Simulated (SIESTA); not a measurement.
Crystal: NiO2.

```xyz
3
Lattice="2.7988 0.0000 0.0000 -1.3994 2.4238 0.0000 0.0000 0.0000 4.6183" Properties=species:S:1:pos:R:3 pbc="T T T"
Ni    0.0000    0.0000    2.3091
O     0.0000    1.6159    1.3576
O     1.3994    0.8079    3.2607
```

The cell comes from a database or a generator and needn't be the stable form of this composition.

Base run:

```yaml
Program: SIESTA 5.4.2
Functional: PBEsol
Potentials_or_basis: PseudoDojo 0.4 standard (PBEsol files)
Basis: DZP (energy shift 0.003 Ry; two zetas on semicore shells)
Grid_cutoff: 800 Ry
Energy_shift: 0.003 Ry
k_mesh: 8 × 8 × 4
Occupations: fermi-dirac, width 0.05 eV
Spin: collinear spin, ferromagnetic start
Starting_moments: "[1.0, 0.0, 0.0] μB"
Hubbard_terms: Ni d U = 2 eV
```

Its results: band gap on the k mesh 1.19 eV, indirect (least direct gap 1.31 eV); pressure -2.7 GPa; net moment 0.00 μB per cell; largest force 0.055 eV/Å.

**Question.** The run is repeated on the same cell with these changes: hubbard terms from Ni d U = 2 eV to Ni d U = 4 eV. What comes out?

**Answer.** Band gap on the k mesh 1.35 eV, indirect (least direct gap 1.44 eV); pressure -3.0 GPa; net moment 0.00 μB per cell; largest force 0.037 eV/Å.

Caveats: short orbitals over semicore shells can move pressures by several GPa; the basis of atomic orbitals isn't converged, which shifts pressures, moduli and gaps.

A k mesh can miss the band edges.
